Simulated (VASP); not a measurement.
# MnS (R-3m) in VASP: a series of runs

The runs below take MnS through single point, with PBE.

Everything below comes from runs of VASP 6.6.1. Logs are shortened: lines on timing, memory, paths and dates and some standing lists are left out, and cuts for length are marked.

### 1 The crystal as given

Symmetry: R-3m, No. 166, trigonal system. Conventional cell: a = 3.660 Å, b = 3.660 Å, c = 8.913 Å, α = 90.00°, β = 90.00°, γ = 120.00°. Mn (site symmetry -3m) has 6 S at 2.58 Å as nearest neighbours. S (site symmetry -3m) is surrounded by 6 Mn at 2.58 Å.

The cell is a database's computed one.

### 2 Single point, PBE, collinear spin, ferromagnetic start

INCAR

```
SYSTEM = MnS
ADDGRID = .False.
ALGO = Normal
EDIFF = 1E-6
ENCUT = 800
GGA = PE
ISIF = 2
ISMEAR = 0
ISPIN = 2
LASPH = .True.
LCHARG = .False.
LMAXMIX = 4
LORBIT = 11
LREAL = .False.
LWAVE = .False.
MAGMOM = 4 0
NELM = 100
PREC = Accurate
SIGMA = 0.05
```

KPOINTS

```
k-points
0
Gamma
  4 4 4
  0 0 0
```

POSCAR

```
MnS
1.0
    1.8299960138      1.0565486912      2.9709202777
   -1.8299960138      1.0565486912      2.9709202777
    0.0000000000     -2.1130973823      2.9709202777
Mn S
1 1
Direct
   -0.0003430000      0.0039840000     -0.0109630000
    0.4802460000      0.5015880000      0.5288910000
```

Potentials or basis: VASP PAW PBE potentials, release 64 (Mn_pv, S_h).

Started as:

```bash
$ cat potpaw_PBE.64/Mn_pv/POTCAR potpaw_PBE.64/S_h/POTCAR > POTCAR
$ mpirun -np 1 vasp_std > vasp.out
```

OUTCAR:

```text
SYSTEM = MnS
   EDIFF = 1E-6
   ENCUT = 800
   GGA = PE
   ISIF = 2
   ISMEAR = 0
   ISPIN = 2
   LASPH = .True.
   LORBIT = 11
   LREAL = .False.
   NELM = 100
   PREC = Accurate

 Found     36 irreducible k-points:

 Following reciprocal coordinates:
            Coordinates               Weight
  0.000000  0.000000  0.000000      1.000000
  0.250000  0.000000  0.000000      2.000000
  0.000000  0.250000  0.000000      2.000000
 -0.000000 -0.000000  0.250000      2.000000
  0.500000  0.000000  0.000000      1.000000
  0.000000  0.500000  0.000000      1.000000
   k-points           NKPTS =     36   k-points in BZ     NKDIM =     36   number of bands    NBANDS=     15
   number of dos      NEDOS =    301   number of ions     NIONS =      2
   total plane-waves  NPLWV =  46656
   dimension x,y,z NGX =    36 NGY =   36 NGZ =   36
   dimension x,y,z NGXF=    72 NGYF=   72 NGZF=   72
   ions per type =               1   1
   NGX,Y,Z   is equivalent  to a cutoff of  16.42, 16.42, 16.42 a.u.
   NGXF,Y,Z  is equivalent  to a cutoff of  32.83, 32.83, 32.83 a.u.
 SYSTEM =  MnS
   PREC   = accura    normal or accurate (medium, high low for compatibility)
   ISTART =      0    job   : 0-new  1-cont  2-samecut
   ICHARG =      2    charge: 1-file 2-atom 10-const
   ISPIN  =      2    spin polarized calculation?
   LNONCOLLINEAR =      F non collinear calculations
   LSORBIT =      F    spin-orbit coupling
   LASPH  =      T    aspherical Exc in radial PAW
   ENCUT  =  800.0 eV  58.80 Ry    7.67 a.u.   8.41  8.41  8.41*2*pi/ulx,y,z
   NELM   =    100;   NELMIN=  2; NELMDL= -5     # of ELM steps
   EDIFF  = 0.1E-05   stopping-criterion for ELM
   LREAL  =      F    real-space projection
   EDIFFG = 0.1E-04   stopping-criterion for IOM
   NSW    =      0    number of steps for IOM
   IBRION =     -1    ionic relax: 0-MD 1-quasi-New 2-CG
   NFREE  =      0    steps in history (QN), initial steepest desc. (CG)
   ISIF   =      2    stress and relaxation
   ISYM   =      2    0-nonsym 1-usesym 2-fastsym
   POTIM  = 0.5000    time-step for ionic-motion
   TEBEG  =    0.0;   TEEND  =   0.0 temperature during run
   PSTRESS=    0.0 pullay stress
   NELECT =      19.0000    total number of electrons
   NUPDOWN=      -1.0000    fix difference up-down
   EMIN   =  10.00;   EMAX   =-10.00  energy-range for DOS
   EFERMI =   0.00;   METHOD = LEGACY
   ISMEAR =     0;   SIGMA  =   0.05  broadening in eV -4-tet -1-fermi 0-gaus
   EFERMI_NEDOS =   21; number of points for ismear=-14 and -15
   IALGO  =     38    algorithm
   IMIX   =      4    mixing-type and parameters
     AMIX     =   0.40;   BMIX     =  1.00
     AMIX_MAG =   1.60;   BMIX_MAG =  1.00
  volume/ion in A,a.u.               =      17.23       116.29
  Fermi-wavevector in a.u.,A,eV,Ry     =   1.342349  2.536672 24.516344  1.801900
  Thomas-Fermi vector in A             =   2.470510
   LORBIT       =     11    0 simple, 1 ext, 2 COOP (PROOUT), +10 PAW based schemes
   GGA     = PE    functional components
   LHFCALC =     F    Hartree Fock is set to
   AEXX    =    0.0000 exact exchange contribution
   IVDW    =     0    specifies the selected vdW correction
   LEPSILON=     F    determine dielectric tensor
   LRPA    =     F    only Hartree local field effects (RPA)
 spin polarized calculation
 Gauss-broadening in eV      SIGMA  =   0.05
  energy-cutoff  :      800.00
  volume of cell :       34.47
 maximum number of plane-waves:      1807
 NGX is ok and might be reduce to    36
   NGX = 17   NGY = 17   NGZ = 17

 number of electron      19.0000000 magnetization       4.3808322

 Free energy of the ion-electron system (eV)
  ---------------------------------------------------
  ext. energy  EPLUGINS =         0.00000000
  ---------------------------------------------------
  free energy    TOTEN  =       -14.05555890 eV

  energy without entropy =      -14.05156325  energy(sigma->0) =      -14.05356107

 E-fermi :   7.4793     XC(G=0): -10.8245

 val. band max:        7.4626925838   @ k =   0.0000   0.0000   0.0000
 cond. band min:       7.4906922098   @ k =   0.2500   0.5000   0.5000
 fundamental gap:      0.0279996260
 Fermi energy:         7.4793107867

 spin component 1

 k-point     1 :       0.0000    0.0000    0.0000
  band No.  band energies     occupation
      1     -43.2929      1.00000
      2     -43.2785      1.00000
      3     -43.2440      1.00000
      4      -7.5177      1.00000
      5       3.8805      1.00000
      6       3.9199      1.00000
      7       3.9366      1.00000
      8       3.9960      1.00000
      9       4.0419      1.00000
     10       5.4283      1.00000
     11       5.4528      1.00000
     12       5.5112      1.00000
     13       9.1691      0.00000
     14      15.7452      0.00000
     15      15.8491      0.00000

 k-point     2 :       0.2500    0.0000    0.0000
  band No.  band energies     occupation
      1     -43.2937      1.00000
      2     -43.2818      1.00000
      3     -43.2459      1.00000
      4      -6.9222      1.00000
      5       1.9596      1.00000
      6       2.9219      1.00000
      7       2.9983      1.00000
      8       4.2380      1.00000
      9       4.2618      1.00000
     10       4.7229      1.00000
     11       6.7764      1.00000
     12       6.8089      1.00000
     13      10.9538      0.00000
     14      14.2994      0.00000
     15      14.4825      0.00000

 k-point     3 :       0.0000    0.2500    0.0000
  band No.  band energies     occupation
      1     -43.2947      1.00000
      2     -43.2792      1.00000
      3     -43.2474      1.00000
      4      -6.9218      1.00000
      5       1.9485      1.00000
      6       2.9374      1.00000
      7       3.0063      1.00000
      8       4.2305      1.00000
      9       4.2671      1.00000
     10       4.7139      1.00000
     11       6.7779      1.00000
     12       6.8003      1.00000
     13      10.9506      0.00000
     14      14.3107      0.00000
     15      14.5053      0.00000
[... 19 lines left out ...]
 k-point     5 :       0.5000    0.0000    0.0000
  band No.  band energies     occupation
      1     -43.2946      1.00000
      2     -43.2851      1.00000
      3     -43.2475      1.00000
      4      -6.1229      1.00000
      5       0.0575      1.00000
      6       2.3477      1.00000
      7       2.3907      1.00000
      8       4.5238      1.00000
      9       4.5498      1.00000
     10       4.9173      1.00000
     11       7.6973      0.00000
     12       7.7665      0.00000
     13      10.2032      0.00000
     14      12.6928      0.00000
     15      12.7654      0.00000

 k-point     6 :       0.0000    0.5000    0.0000
  band No.  band energies     occupation
      1     -43.2967      1.00000
      2     -43.2799      1.00000
      3     -43.2507      1.00000
      4      -6.1219      1.00000
      5       0.0515      1.00000
      6       2.3603      1.00000
      7       2.3922      1.00000
      8       4.5151      1.00000
      9       4.5575      1.00000
     10       4.9199      1.00000
     11       7.6785      0.00000
     12       7.7434      0.00000
     13      10.2239      0.00000
     14      12.7175      0.00000
     15      12.7632      0.00000

 [... further k-points ...]

 spin component 2

 k-point     1 :       0.0000    0.0000    0.0000
  band No.  band energies     occupation
      1     -38.9949      1.00000
      2     -38.9908      1.00000
      3     -38.9840      1.00000
      4      -7.2921      1.00000
      5       5.3393      1.00000
      6       5.3914      1.00000
      7       5.4133      1.00000
      8       7.4406      0.86345
      9       7.4627      0.68083
     10       7.5535      0.01800
     11       7.5882      0.00104
     12       7.6639      0.00000
     13      10.0920      0.00000
     14      16.6257      0.00000
     15      16.7924      0.00000

 k-point     2 :       0.2500    0.0000    0.0000
  band No.  band energies     occupation
      1     -38.9970      1.00000
      2     -38.9947      1.00000
      3     -38.9859      1.00000
      4      -6.7241      1.00000
      5       2.6209      1.00000
      6       4.3342      1.00000
      7       4.3937      1.00000
      8       7.8341      0.00000
      9       7.8930      0.00000
     10       7.9180      0.00000
     11       9.1338      0.00000
     12       9.1870      0.00000
     13      11.8296      0.00000
     14      15.1023      0.00000
     15      15.4696      0.00000

 k-point     3 :       0.0000    0.2500    0.0000
  band No.  band energies     occupation
      1     -38.9974      1.00000
      2     -38.9918      1.00000
      3     -38.9885      1.00000
      4      -6.7240      1.00000
      5       2.6153      1.00000
      6       4.3524      1.00000
      7       4.3983      1.00000
      8       7.8143      0.00000
      9       7.8608      0.00000
     10       7.9381      0.00000
     11       9.1273      0.00000
     12       9.2046      0.00000
     13      11.8192      0.00000
     14      15.1196      0.00000
     15      15.4897      0.00000
[... 19 lines left out ...]
 k-point     5 :       0.5000    0.0000    0.0000
  band No.  band energies     occupation
      1     -39.0023      1.00000
      2     -38.9960      1.00000
      3     -38.9872      1.00000
      4      -5.9786      1.00000
      5       0.6617      1.00000
      6       3.7201      1.00000
      7       3.7679      1.00000
      8       8.4184      0.00000
      9       8.4442      0.00000
     10       8.6268      0.00000
     11      10.0568      0.00000
     12      10.4018      0.00000
     13      10.9121      0.00000
     14      13.4848      0.00000
     15      13.5644      0.00000

 k-point     6 :       0.0000    0.5000    0.0000
  band No.  band energies     occupation
      1     -39.0014      1.00000
      2     -38.9928      1.00000
      3     -38.9913      1.00000
      4      -5.9785      1.00000
      5       0.6597      1.00000
      6       3.7358      1.00000
      7       3.7727      1.00000
      8       8.4211      0.00000
      9       8.4389      0.00000
     10       8.6163      0.00000
     11      10.0069      0.00000
     12      10.3671      0.00000
     13      10.9667      0.00000
     14      13.5107      0.00000
     15      13.5670      0.00000

 [... further k-points ...]

------------------------ aborting loop because EDIFF is reached ----------------------------------------

  FORCE on cell =-STRESS in cart. coord.  units (eV):
  Direction    XX          YY          ZZ          XY          YZ          ZX
  --------------------------------------------------------------------------------------
  -------------------------------------------------------------------------------------
  Total       -0.8125796     -1.0369296     -0.8190596      0.0254814      0.0276008     -0.0830318
  in kB      -37.7741385    -48.2034306    -38.0753753      1.1845445      1.2830700     -3.8598760
  external PRESSURE =     -41.3509815 kB  Pullay stress =       0.0000000 kB

 VOLUME and BASIS-vectors are now :
 -----------------------------------------------------------------------------
  energy-cutoff  :      800.00
  volume of cell :       34.47
      direct lattice vectors                 reciprocal lattice vectors
     1.829996014  1.056548691  2.970920278     0.273224639  0.157746319  0.112198680
    -1.829996014  1.056548691  2.970920278    -0.273224639  0.157746319  0.112198680
     0.000000000 -2.113097382  2.970920278     0.000000000 -0.315492638  0.112198680

 POSITION                                       TOTAL-FORCE (eV/Angst)
 -----------------------------------------------------------------------------------
      1.82208     -1.02954      5.92009        -0.119439     -0.330767      0.172484
     -0.03906     -0.08024      4.48824         0.119439      0.330767     -0.172484
 -----------------------------------------------------------------------------------
    total drift:                                0.000008      0.000062     -0.000024

  FREE ENERGIE OF THE ION-ELECTRON SYSTEM (eV)
  ---------------------------------------------------
  free  energy   TOTEN  =       -14.0555589015 eV

  energy  without entropy=      -14.0515632469  energy(sigma->0) =      -14.05356107

 total charge

# of ion       s       p       d       tot
------------------------------------------
    1        0.217   6.169   4.964  11.350
    2        0.811   1.286   0.000   2.097
--------------------------------------------------
tot          1.028   7.455   4.964  13.448

 magnetization (x)

# of ion       s       p       d       tot
------------------------------------------
    1        0.048   0.038   3.949   4.035
    2        0.018   0.024   0.000   0.042
--------------------------------------------------
tot          0.066   0.062   3.949   4.077
```

Wall time 61 s (1 thread of Intel Xeon Platinum 8488C (Sapphire Rapids), shared host); peak memory 0.27 GiB.

These settings aren't checked as converged: the numbers below hold their error.

Results:

```
Free energy                                           : -14.0556 eV
Pressure                                              : -4.1 GPa
Largest force                                         : 0.392 eV/Å
Band gap on the k mesh                                : none (metal or under the smearing width)
Net moment                                            : 4.38 μB per cell
Site moments                                          : Mn +4.04; S +0.04 μB
Valence electrons inside the program's atomic spheres : Mn 11.35; S 2.10
```

Caveat: the k mesh is coarse (spacing up to 0.53 Å⁻¹), so the values aren't converged; a cell with one magnetic atom can't hold antiferromagnetic order, which such compounds often take; semilocal functionals often make such compounds metallic where correlation or magnetic order opens a gap, which also shifts bond lengths.

(Part 1 of 2 ends here.)
